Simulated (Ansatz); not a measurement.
Write the native input for Ansatz 0.2.0 that does the following.

* Task: single point
* Functional: PBEsol
* Potentials or basis: Ansatz PAW
* Cutoff: 420 eV (not typed: the program's choice for these potentials)
* k mesh: 6 × 6 × 8
* Occupations: fermi-dirac, width 0.05 eV
* Spin: collinear spin, ferromagnetic start
* Starting moments: [0.0, 6.0, 6.0] μB
* Fixed moment: 12 μB

The system is Fe2Ge.

```
Ge Fe
1.0
     4.16363    0.00000    0.00000
    -2.08182    3.60581    0.00000
     0.00000    0.00000    2.62647
Ge Fe
1 2
Direct
  0.00000 0.00000 0.00000
  0.33333 0.66667 0.50000
  0.66667 0.33333 0.50000
```

The cell comes from a database or a generator and needn't be the stable form of this composition.

The input as run:

input.yaml

```yaml
crystal:
  lattice:
    - [4.1636340796, 0.0, 0.0]
    - [-2.0818170398, 3.605812885, 0.0]
    - [0.0, 0.0, 2.626466]
  atoms:
    - { symbol: Ge, position: [0.0, 0.0, 0.0] }
    - { symbol: Fe, position: [0.3333333333, 0.6666666667, 0.5], spin: 6.0 }
    - { symbol: Fe, position: [0.6666666667, 0.3333333333, 0.5], spin: 6.0 }
hamiltonian:
  xc: pbesol
  pseudopotentials: { kind: paw }
magnetization:
  spin_polarized: true
  initial_magnetization: 12.0
  spin_locking: { lock_magnetization: hard }
kpoints:
  mp_grid: { grid: [6, 6, 8] }
scf:
  occupations: { method: fermi_dirac, width: 0.05 }
  lower_state_search: "off"
output:
  forces: true
  stress: true
  eigenvalues: true
```

Potentials or basis: Ansatz PAW.

Command:

```bash
$ ansatz run input.yaml --threads 2 --pin off --max-ram 5632MiB --backend cpu --events-out ev --progress --plain --runs-dir out
```

Results of the run:

```yaml
Pressure: 82.1 GPa
Net_moment: 12.00 μB per cell
Absolute_moment: 12.00 μB per cell
Site_moments: Ge +0.95; Fe +4.36 μB
```

Caveat: a pressure of tens of GPa on the cell as given is suspect, and the run, the potentials or the cell itself is likely at fault; the total moment is fixed, so each spin has its own Fermi level; the PAW data sets come from PBE, with cores solved anew for the run's functional, which leaves a small shift of forces and pressure; the thresholds are loose for stress.

Wall time 8.2 s on 2 threads of Intel(R) Xeon(R) Processor @ 2.50GHz (Skylake/Cascade Lake) (shared host), peak memory 0.39 GiB.
